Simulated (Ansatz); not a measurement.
**Bi: how the settings move a single-point run**

Aim: see which settings change the result for Bi, by how much, and at what cost.

Program: Ansatz 0.2.0. Level of theory: reference: DFT, PBE, PAW with Ansatz's default frozen-core files, scalar-relativistic. These are calculated values, not measurements.

## (1) The structure to begin with

The structure is monoclinic, space group C2/m (No. 12). Conventional cell: a = 6.723 Å, b = 6.157 Å, c = 3.260 Å, α = 90.00°, β = 110.84°, γ = 90.00°. Around Bi (site symmetry m) lie 6 Bi at 3.17 to 3.31 Å.

As a file:

```xyz
2
Lattice="3.3616 -3.0786 0.0000 3.3616 3.0786 0.0000 -1.1597 0.0000 3.0465" Properties=species:S:1:pos:R:3 pbc="T T T"
Bi    1.5201    0.0000    0.4539
Bi    4.0434    0.0000    2.5926
```

## (2) Baseline

File input.yaml:

```yaml
crystal:
  lattice:
    - [3.3615871641, -3.0785765647, 0.0]
    - [3.3615871641, 3.0785765647, 0.0]
    - [-1.159710694, 0.0, 3.04651635]
  atoms:
    - { symbol: Bi, position: [0.2518, 0.2518, 0.149] }
    - { symbol: Bi, position: [0.7482, 0.7482, 0.851] }
kpoints:
  mp_grid: { grid: [8, 8, 11] }
scf:
  occupations: { method: fermi_dirac, width: 0.05 }
hamiltonian:
  xc: pbe
  pseudopotentials: { kind: paw }
output:
  forces: true
  stress: true
  eigenvalues: true
  efg: { contact_densities: true }
```

Run with:

```console
$ ansatz run input.yaml --threads 1 --pin off --max-ram 2048MiB --backend cpu --events-out ev --progress --plain --runs-dir out
```

## (3) Variant: spin_polarized true

Edit input.yaml of step 2 so:

```diff
@@ -20 +20,7 @@
   efg: { contact_densities: true }
+  write_density: true
+  write_potential: true
+  elf: true
+  volumetric_format: npy
+magnetization:
+  spin_polarized: true
```

Q: Predict the outcome of this session. Wanted: for each run, ending; energy change; pressure; gap; force.

As calculated:

```
                   run     ending  energy change  pressure (GPa)  gap (eV)  force (eV/Å)  cycles  time
             reference  converged              0             4.2      0.00          0.08       7  12 s
1: spin_polarized true  converged   0.0 meV/atom             4.2      0.00          0.08       8  22 s
```

Times don't compare one to one where runs were asked for different outputs or read a saved state (see the inputs); cycles may leave out searches for a lower state.

Residual by cycle in the longest SCF loop of each run; runs are numbered as in the table. The quantity is the density residual dr2, in eV.

```
cycle  reference   run 1
    1     8.0e-4  0.0366
    2     3.4e-4  0.0454
    3     5.0e-5  0.0284
    4     1.0e-5  7.4e-4
    5     3.7e-7  7.1e-5
    6     1.1e-7  2.0e-5
    7     1.4e-8  5.1e-7
    8          -  6.4e-8
```

With the changed spin polarisation the energy stays within 0.5 meV/atom: no moment was seeded, so none could form, and both runs end non-magnetic.
